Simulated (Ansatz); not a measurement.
# WSe2: rattled cells

This session takes WSe2 and sets out to see what random moves of the atoms cost.

Program: Ansatz 0.2.0. Level of theory: DFT PBEsol, scalar-relativistic, plane waves, PAW. These are calculated values, not measurements.

## 1. Starting point

The structure is hexagonal, space group P6_3/mmc (No. 194). Conventional cell: a = 3.290 Å, b = 3.290 Å, c = 12.970 Å, α = 90.00°, β = 90.00°, γ = 120.00°. W (site symmetry -6m2) has 6 Se at 2.53 Å in its first shell of neighbours. Around Se (site symmetry 3m) lie 3 W at 2.53 Å.

Coordinates:

```
W Se
1.0
     3.29000    0.00000    0.00000
    -1.64500    2.84922    0.00000
     0.00000    0.00000   12.97000
W Se
2 4
Direct
  0.33333 0.66667 0.25000
  0.66667 0.33333 0.75000
  0.33333 0.66667 0.62100
  0.66667 0.33333 0.12100
  0.33333 0.66667 0.87900
  0.66667 0.33333 0.37900
```

No relaxation comes first: the listed cell is the starting point.

## 2. Zero of energy

Reference values: F = -42213.5230 eV; pressure -1.24 GPa; largest force 0.130 eV/Å; gap on the mesh 0.94 eV. It was computed beforehand with the settings of the runs below.

## 3. Setting up rattled cells

All atoms are moved at random with no net shift, in some cells together with a random strain.

## 4. rms move = 0.396 Å

input.yaml reads:

```yaml
crystal:
  lattice:
    - [3.2314330207, -0.0115198158, 0.033829106]
    - [-1.6256929634, 2.8198883639, -0.0015593013]
    - [0.13336283, 0.0698989398, 13.0047860423]
  atoms:
    - { symbol: W, position: [0.3492711784, 0.8220547821, 0.2351479561] }
    - { symbol: W, position: [0.6512472744, 0.3634940419, 0.7745096032] }
    - { symbol: Se, position: [0.3406296261, 0.6356585824, 0.6165992773] }
    - { symbol: Se, position: [0.6177716727, 0.410789224, 0.1257923013] }
    - { symbol: Se, position: [0.3893359618, 0.5571766378, 0.8796442287] }
    - { symbol: Se, position: [0.6517442867, 0.2108267317, 0.3683066334] }
basis:
  ecutwfc: 420
kpoints:
  mp_grid: { grid: [12, 12, 2] }
hamiltonian:
  xc: pbesol
scf:
  occupations: { method: gaussian, width: 0.05 }
output:
  forces: true
  stress: true
  eigenvalues: true
```

On the command line:

```sh
$ ansatz run input.yaml --threads 2 --pin off --max-ram 5120MiB --backend cpu --events-out ev --progress --plain --runs-dir out
```

Log (excerpt; [...] marks lines left out):

```text
Warning: RAYON_NUM_THREADS=2 ignored (pool sized by the plan → 2); use --threads N
[...]
Pseudopotentials: kind: paw
Pseudopotential: W, paw, valence charge 14, recommended cutoff 420 eV (normal), W.paw.azcp
Pseudopotential: Se, paw, valence charge 16, recommended cutoff 420 eV (normal), Se.paw.azcp
Functional definition: PBEsol
[...]
Crystal: 6 atoms, lattice volume = 118.243 Å³
Basis set: ecut = 420 eV, 2363 PW (Γ), exchange–correlation on 48×48×180 points (8 copies of the dense FFT grid, shifted against one another)
Bands: 56, of which v1, the nominal top of the filled ones, is band 46 counted from 1 (45 counted from 0)
Symmetry: 1 space group operations
Space group: P1 (ITA 1), of the structure as read, at distance tolerance 4.9e-5 Å
k-points: 148 of 288 (time reversal used)
[...]
SCF iter   1: F=—  HF=-42203.560395 eV  |F-HF|=—  |Δ(HF+E_count)|=         —  Δρ=8.60e-3  dr2=2.41e-1  ethr=1.77e-3  ⟨swp⟩=6.1  Hψ=29638  notcnv=0  defer=27
[...]
SCF iter   7: F=-42203.531335 eV  HF=-42203.531335 eV  |F-HF|=2.05e-8  |Δ(HF+E_count)|=   2.61e-8  Δρ=3.72e-6  dr2=3.03e-8  ethr=1.09e-10  ⟨swp⟩=10.6  Hψ=34551  notcnv=0
[...]
SCF converged after 7 iterations
Free energy (F): -42203.531335 eV
[...]
E sigma→0 (E₀):  -42203.529760 eV
Entropy (-TS):   -0.003150 eV (-0.525 meV/atom)
Fermi energy:    13.855154 eV
[...]
--- Forces (eV/Å), atoms counted from 1 ---
  atom   1  W     -1.71745359    -8.49018716    -0.93409021
  atom   2  W     15.14388362    -8.52278776   -21.07971809
  atom   3  Se     0.09364523     0.41163161     2.18617962
  atom   4  Se     0.76063042     3.42595062    -5.98479621
  atom   5  Se   -15.28671919     8.12890019    18.77107057
  atom   6  Se     1.00603083     5.04646032     7.04130014
[...]
--- Stress (GPa, compression-positive) ---
       29.322050     -10.073031     -26.991918
      -10.073031      22.016363      18.711061
      -26.991920      18.711062      56.760894
  P = ⅓ Tr σ = 36.0331 GPa (360.331 kbar)
--- Band table (eV; the first three rows and the last of 148) ---
[...]
```

Wall time 32 s (2 threads of Arm Neoverse V2, shared host); peak memory 0.86 GiB.

## 5. At rms move = 0.051 Å

input.yaml reads:

```yaml
crystal:
  lattice:
    - [3.1885979658, -0.0769853128, -0.0970856359]
    - [-1.6609702195, 2.8766543612, 0.0235895101]
    - [-0.3827359544, -0.1135904383, 13.473737283]
  atoms:
    - { symbol: W, position: [0.3330580016, 0.6653981925, 0.2461249473] }
    - { symbol: W, position: [0.6744579494, 0.3471493122, 0.7540441409] }
    - { symbol: Se, position: [0.3508405795, 0.6727930703, 0.619424172] }
    - { symbol: Se, position: [0.6544237785, 0.3181062848, 0.1218224628] }
    - { symbol: Se, position: [0.3321058037, 0.6776068275, 0.8800299357] }
    - { symbol: Se, position: [0.6551138875, 0.3189463128, 0.3785543412] }
basis:
  ecutwfc: 420
kpoints:
  mp_grid: { grid: [12, 12, 2] }
hamiltonian:
  xc: pbesol
scf:
  occupations: { method: gaussian, width: 0.05 }
output:
  forces: true
  stress: true
  eigenvalues: true
```

On the command line:

```sh
$ ansatz run input.yaml --threads 2 --pin off --max-ram 5120MiB --backend cpu --events-out ev --progress --plain --runs-dir out
```

Log (excerpt; [...] marks lines left out):

```text
[...]
SCF converged after 8 iterations
Free energy (F): -42212.954343 eV
[...]
E sigma→0 (E₀):  -42212.954343 eV
Fermi energy:    13.050498 eV
[...]
--- Forces (eV/Å), atoms counted from 1 ---
  atom   1  W      0.32895200    -0.27859473     1.62531622
  atom   2  W     -0.51780693    -0.66844579    -1.74229424
  atom   3  Se    -0.81819467     0.07832617     1.65117338
  atom   4  Se    -0.96290741    -0.11074263    -0.30154331
  atom   5  Se     1.34366806     0.58589739     0.07252103
  atom   6  Se     0.62628341     0.39355477    -1.30516204
[...]
--- Stress (GPa, compression-positive) ---
        3.923187       4.863540       8.825859
        4.863540      -1.343952       2.330681
        8.825858       2.330681      -6.419900
  P = ⅓ Tr σ = -1.2802 GPa (-12.802 kbar)
--- Band table (eV; the first three rows and the last of 148) ---
[...]
```

Run time: 38 s. Hardware: 2 threads of Arm Neoverse V2, shared host; peak memory 0.88 GiB.

## 6. At rms move = 0.054 Å

input.yaml reads:

```yaml
crystal:
  lattice:
    - [3.2899984505, 0.0, 0.0]
    - [-1.6449992252, 2.8492222365, 0.0]
    - [0.0, 0.0, 12.97]
  atoms:
    - { symbol: W, position: [0.3372178186, 0.6601644017, 0.2543194314] }
    - { symbol: W, position: [0.6572163416, 0.3377361376, 0.7472475234] }
    - { symbol: Se, position: [0.34779553, 0.683025618, 0.6244043106] }
    - { symbol: Se, position: [0.6594705195, 0.3285166216, 0.1220357321] }
    - { symbol: Se, position: [0.3244594486, 0.6565377189, 0.8743591804] }
    - { symbol: Se, position: [0.6738403417, 0.3340195021, 0.3776338221] }
basis:
  ecutwfc: 420
kpoints:
  mp_grid: { grid: [12, 12, 2] }
hamiltonian:
  xc: pbesol
scf:
  occupations: { method: gaussian, width: 0.05 }
output:
  forces: true
  stress: true
  eigenvalues: true
```

On the command line:

```sh
$ ansatz run input.yaml --threads 2 --pin off --max-ram 5120MiB --backend cpu --events-out ev --progress --plain --runs-dir out
```

Log (excerpt; [...] marks lines left out):

```text
Warning: RAYON_NUM_THREADS=2 ignored (pool sized by the plan → 2); use --threads N
[...]
[... 4 set-up lines as earlier in the session ...]
[...]
Crystal: 6 atoms, lattice volume = 121.580 Å³
Basis set: ecut = 420 eV, 2419 PW (Γ), exchange–correlation on 48×48×180 points (8 copies of the dense FFT grid, shifted against one another)
Bands: 56, of which v1, the nominal top of the filled ones, is band 46 counted from 1 (45 counted from 0)
[... 1 set-up line as earlier in the session ...]
Space group: P1 (ITA 1), of the structure as read, at distance tolerance 5.0e-5 Å
k-points: 148 of 288 (time reversal used)
[...]
SCF iter   1: F=—  HF=-42213.374708 eV  |F-HF|=—  |Δ(HF+E_count)|=         —  Δρ=4.94e-3  dr2=1.97e-2  ethr=1.77e-3  ⟨swp⟩=6.2  Hψ=29570  notcnv=0  defer=4
[...]
SCF iter   8: F=-42213.379618 eV  HF=-42213.379618 eV  |F-HF|=1.94e-8  |Δ(HF+E_count)|=   2.04e-7  Δρ=3.82e-6  dr2=3.86e-8  ethr=1.09e-10  ⟨swp⟩=8.9  Hψ=32188  notcnv=0
[...]
SCF converged after 8 iterations
Free energy (F): -42213.379618 eV
[...]
E sigma→0 (E₀):  -42213.379618 eV
Fermi energy:    13.364315 eV
[...]
--- Forces (eV/Å), atoms counted from 1 ---
  atom   1  W     -0.33976162     0.26803869    -1.71619612
  atom   2  W      0.88374926    -0.02646947     0.93016603
  atom   3  Se    -0.60043544    -0.34100442    -1.35895212
  atom   4  Se     0.31212759    -0.05379678     0.62419395
  atom   5  Se    -0.27598464     0.36109780     0.45059280
  atom   6  Se     0.02030632    -0.20786618     1.07020356
[...]
--- Stress (GPa, compression-positive) ---
        0.819425      -0.691775       0.001161
       -0.691775       0.571071       1.134314
        0.001161       1.134314       5.031854
  P = ⅓ Tr σ = 2.1408 GPa (21.408 kbar)
--- Band table (eV; the first three rows and the last of 148) ---
[...]
```

It took 37 s on 2 threads of Arm Neoverse V2, shared host; peak memory 0.88 GiB.

## 7. At rms move = 0.202 Å

input.yaml reads:

```yaml
crystal:
  lattice:
    - [3.3762403909, 0.05260655, 0.1273732282]
    - [-1.6425615867, 2.8490590538, -0.0787165092]
    - [0.5021372486, -0.0684178778, 13.1942822651]
  atoms:
    - { symbol: W, position: [0.3221470496, 0.6758308763, 0.234706968] }
    - { symbol: W, position: [0.5707776675, 0.3017088514, 0.7581907699] }
    - { symbol: Se, position: [0.3718993105, 0.6679446955, 0.6293604634] }
    - { symbol: Se, position: [0.641692282, 0.2956531894, 0.1179704334] }
    - { symbol: Se, position: [0.3345734563, 0.6837128938, 0.8812312955] }
    - { symbol: Se, position: [0.7589102341, 0.3751494936, 0.3785400698] }
basis:
  ecutwfc: 420
kpoints:
  mp_grid: { grid: [12, 12, 2] }
hamiltonian:
  xc: pbesol
scf:
  occupations: { method: gaussian, width: 0.05 }
output:
  forces: true
  stress: true
  eigenvalues: true
```

On the command line:

```sh
$ ansatz run input.yaml --threads 2 --pin off --max-ram 5120MiB --backend cpu --events-out ev --progress --plain --runs-dir out
```

Log (excerpt; [...] marks lines left out):

```text
Warning: RAYON_NUM_THREADS=2 ignored (pool sized by the plan → 2); use --threads N
[...]
[... 4 set-up lines as earlier in the session ...]
[...]
Crystal: 6 atoms, lattice volume = 127.869 Å³
Basis set: ecut = 420 eV, 2521 PW (Γ), exchange–correlation on 48×48×180 points (8 copies of the dense FFT grid, shifted against one another)
Bands: 56, of which v1, the nominal top of the filled ones, is band 46 counted from 1 (45 counted from 0)
[... 2 set-up lines as earlier in the session ...]
k-points: 148 of 288 (time reversal used)
[...]
SCF iter   1: F=—  HF=-42211.269862 eV  |F-HF|=—  |Δ(HF+E_count)|=         —  Δρ=5.33e-3  dr2=4.19e-2  ethr=1.77e-3  ⟨swp⟩=6.2  Hψ=29579  notcnv=0  defer=12
[...]
SCF iter   8: F=-42211.269552 eV  HF=-42211.269552 eV  |F-HF|=5.03e-8  |Δ(HF+E_count)|=   5.00e-7  Δρ=6.37e-6  dr2=9.61e-8  ethr=1.09e-10  ⟨swp⟩=7.5  Hψ=38660  notcnv=0
[...]
SCF converged after 8 iterations
Free energy (F): -42211.269552 eV
[...]
E sigma→0 (E₀):  -42211.269552 eV
Fermi energy:    12.417221 eV
[...]
--- Forces (eV/Å), atoms counted from 1 ---
  atom   1  W      1.17504678    -0.78036926     3.44269692
  atom   2  W      4.98672151     1.42800870    -1.57645117
  atom   3  Se    -1.96607820    -0.87413463    -0.32150491
  atom   4  Se     0.78038354     1.47484536    -1.75620997
  atom   5  Se    -3.00036839    -0.54572967     1.79939335
  atom   6  Se    -1.97567998    -0.70261743    -1.58806477
[...]
--- Stress (GPa, compression-positive) ---
       -5.108786      -5.558686      -8.777088
       -5.558686       0.847200      -3.861263
       -8.777089      -3.861263       3.795791
  P = ⅓ Tr σ = -0.1553 GPa (-1.553 kbar)
--- Band table (eV; the first three rows and the last of 148) ---
[...]
```

Run time: 36 s. Hardware: 2 threads of Arm Neoverse V2, shared host; peak memory 0.89 GiB.

## 8. At rms move = 0.358 Å

input.yaml reads:

```yaml
crystal:
  lattice:
    - [3.5175609451, 0.0661527204, -0.2346710684]
    - [-1.7014905361, 2.8129445048, 0.0742763777]
    - [-0.9251322768, -0.1960104242, 12.4814704581]
  atoms:
    - { symbol: W, position: [0.38246668, 0.6911134389, 0.2601708269] }
    - { symbol: W, position: [0.6179772602, 0.3667165933, 0.7276012495] }
    - { symbol: Se, position: [0.4480047431, 0.5930934088, 0.6231445072] }
    - { symbol: Se, position: [0.6802684329, 0.4042080223, 0.1336119239] }
    - { symbol: Se, position: [0.2298046805, 0.6244398073, 0.8580026142] }
    - { symbol: Se, position: [0.6414782034, 0.3204287294, 0.3974688783] }
basis:
  ecutwfc: 420
kpoints:
  mp_grid: { grid: [12, 12, 2] }
hamiltonian:
  xc: pbesol
scf:
  occupations: { method: gaussian, width: 0.05 }
output:
  forces: true
  stress: true
  eigenvalues: true
```

On the command line:

```sh
$ ansatz run input.yaml --threads 2 --pin off --max-ram 5120MiB --backend cpu --events-out ev --progress --plain --runs-dir out
```

Log (excerpt; [...] marks lines left out):

```text
[...]
SCF converged after 9 iterations
Free energy (F): -42197.924263 eV
[...]
E sigma→0 (E₀):  -42197.922594 eV
Entropy (-TS):   -0.003339 eV (-0.556 meV/atom)
Fermi energy:    12.945857 eV
[...]
--- Forces (eV/Å), atoms counted from 1 ---
  atom   1  W     -2.14581354     0.40223267    -0.05146576
  atom   2  W     25.64759958   -23.51462827    40.97019597
  atom   3  Se   -29.21655033    21.97186315   -42.51845383
  atom   4  Se     0.06966814    -0.91121595    -0.67020481
  atom   5  Se     3.56471120     1.54542608     1.77434641
  atom   6  Se     2.08035453     0.50635269     0.49554330
[...]
--- Stress (GPa, compression-positive) ---
       33.606575     -23.777757      59.013681
      -23.777755      20.318998     -29.280599
       59.013680     -29.280602      74.801483
  P = ⅓ Tr σ = 42.9090 GPa (429.090 kbar)
--- Band table (eV; the first three rows and the last of 148) ---
[...]
```

It took 39 s on 2 threads of Arm Neoverse V2, shared host; peak memory 0.88 GiB.

## 9. The scan collected

All points in order; energies are free energies above the reference cell:

```csv
rms move (Å),ΔE (meV/atom),largest force (eV/Å),shortest distance (Å),pressure (GPa),gap on the mesh (eV)
0.000,0.0,0.13,2.53,-1.2,0.94
0.051,94.8,1.94,2.39,-1.3,0.86
0.054,23.9,1.77,2.45,2.1,0.86
0.202,375.6,5.42,2.33,-0.2,0.40
0.358,2599.8,56.07,1.66,42.9,0.00
0.396,1665.3,27.32,1.86,36.0,0.00
```

Where the gap reads zero, the mesh chosen for the insulator is on the coarse side.

## 10. Outcome

| quantity | value |
| --- | --- |
| costliest cell | 2599.8 meV/atom at an rms move of 0.358 Å |

The cost runs from 23.9 to 2599.8 meV/atom. Energy over the square of the rms move lies between 8.2 and 36.4 eV/Å² per atom; a harmonic solid under isotropic random moves would keep it roughly constant, while strain and close contacts change it. The gap on the mesh, 0.94 eV at the start, reads zero at rms move = 0.358. These runs have no spin-orbit coupling; with W it would split and shift bands. Layers here are held mostly by dispersion, which this level lacks, so their spacing and the stiffness across them are unreliable there. Where forces pass 15 eV/Å atoms stand far too close, the PAW spheres overlap strongly and those numbers are rough.
